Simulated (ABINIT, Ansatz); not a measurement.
Given: the input of a run of ABINIT 10.8.3 (patched build) on HfN. The cell comes from a database or a generator and needn't be the stable form of this composition.

run.abi

```
pp_dirpath "./"
pseudos "Hf.GGA_PBE-JTH.xml, N.GGA_PBE-JTH.xml"

structure "poscar:POSCAR"
natom 2

ecut 26.0
pawecutdg 48.0
pawxcdev 0

kptopt 1
ngkpt 9 9 9
nshiftk 1
shiftk 0.0 0.0 0.0

ixc 11

nband 13
occopt 3
tsmear 0.05 eV

nstep 100
tolvrs 1.0e-9

iomode 3
prtwf 0
prtden 0
prteig 0
prtebands 0
enunit 2
```

The input POSCAR:

```
HfN
1.0
    2.8250300000      0.0000000000      0.0000000000
    0.0000000000      2.8250300000      0.0000000000
    0.0000000000      0.0000000000      2.8250300000
Hf N
1 1
Direct
    0.5000000000      0.5000000000      0.5000000000  Hf
    0.0000000000      0.0000000000      0.0000000000  N
```

Potentials or basis: JTH PAW PBE v2.0.

Command:

```console
$ abinit run.abi > log 2>&1
```

**Question.** Translate it to Ansatz 0.2.0. Potentials or basis there: Ansatz PAW, cutoff 420 eV.

**Answer.** As run (cutoffs and basis follow the program's own potentials, and thresholds, step limits or extra output files can differ):

input.yaml

```yaml
crystal:
  lattice:
    - [2.82503, 0.0, 0.0]
    - [0.0, 2.82503, 0.0]
    - [0.0, 0.0, 2.82503]
  atoms:
    - { symbol: Hf, position: [0.5, 0.5, 0.5] }
    - { symbol: "N", position: [0.0, 0.0, 0.0] }
hamiltonian:
  xc: pbe
  pseudopotentials: { kind: paw }
kpoints:
  mp_grid: { grid: [9, 9, 9] }
scf:
  occupations: { method: fermi_dirac, width: 0.05 }
output:
  forces: true
  stress: true
  eigenvalues: true
```

Potentials or basis: Ansatz PAW.

The run is started by

```console
$ ansatz run input.yaml --threads 1 --pin off --max-ram 3584MiB --backend cpu --events-out ev --progress --plain --runs-dir out
```

Both were run:

|  | ABINIT | Ansatz |
| --- | --- | --- |
| Pressure | -2.0 GPa | 0.1 GPa |

Ansatz's pressure holds a Pulay term of +0.39 GPa for its cutoff of 420 eV, which the other run lacks.

The potentials hold 17 and 31 valence electrons a cell.

Where Ansatz's input types no cutoff or centring, it takes its own default and a Γ-centred mesh.

Pressure is positive in compression.
